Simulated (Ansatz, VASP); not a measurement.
# LiF in VASP and in Ansatz

File INCAR:

```
SYSTEM = LiF
  PREC = Accurate
  ENCUT = 520
  EDIFF = 1E-7
  ISMEAR = 0
  SIGMA = 0.05
  LREAL = .FALSE.
  LASPH = .TRUE.
  NELM = 80
  ALGO = Fast
  ISIF = 2
  LWAVE = .FALSE.
  LCHARG = .FALSE.
  NBANDS = 12
```

KPOINTS

```
regular mesh
0
G
  10 10 10
  0 0 0
```

Contents of POSCAR:

```
LiF
1.0
    2.6043248275      0.0000000000      0.0000000000
    0.0000000000      2.6043248275      0.0000000000
    0.0000000000      0.0000000000      2.5595330000
Li F
1 1
Direct
    0.0000000000      0.0000000000      0.0000000000
    0.5000000000      0.5000000000      0.5000000000
```

Input for Ansatz:

```yaml
crystal:
  lattice:
    - [2.6043248275, 0.0, 0.0]
    - [0.0, 2.6043248275, 0.0]
    - [0.0, 0.0, 2.559533]
  atoms:
    - { symbol: Li, position: [0.0, 0.0, 0.0] }
    - { symbol: F, position: [0.5, 0.5, 0.5] }
basis:
  ecutwfc: 420
kpoints:
  mp_grid: { grid: [10, 10, 10] }
hamiltonian:
  xc: lda
scf:
  occupations: { method: gaussian, width: 0.05 }
output:
  forces: true
  stress: true
  eigenvalues: true
```

Change from the starting cell: strain +0.0175 x Voigt [1, 1, 0, 0, 0, 0], atoms carried along.

Alike in both runs: task single point; functional LDA; k mesh 10 × 10 × 10; occupations gaussian, width 0.05 eV; no spin polarisation.

|  | VASP | Ansatz |
| --- | --- | --- |
| version | VASP 6.6.1 | Ansatz 0.2.0 |
| potentials or method | VASP PAW LDA potentials, release 64 (Li_sv, F) | scalar-relativistic, plane waves, PAW |
| plane-wave cutoff (eV) | 520 | 420 |
| valence electrons in the cell | 10 | 10 |

Ansatz gave:

```
gap on the k mesh at the Fermi level (eV) : 6.95
least direct gap on the mesh (eV)         : 7.56
```

**Question.** What did VASP give for the same quantities?

**Answer.** gap on the k mesh at the Fermi level (eV): 6.95; least direct gap on the mesh (eV): 7.55.

 A k mesh can miss the band edges.
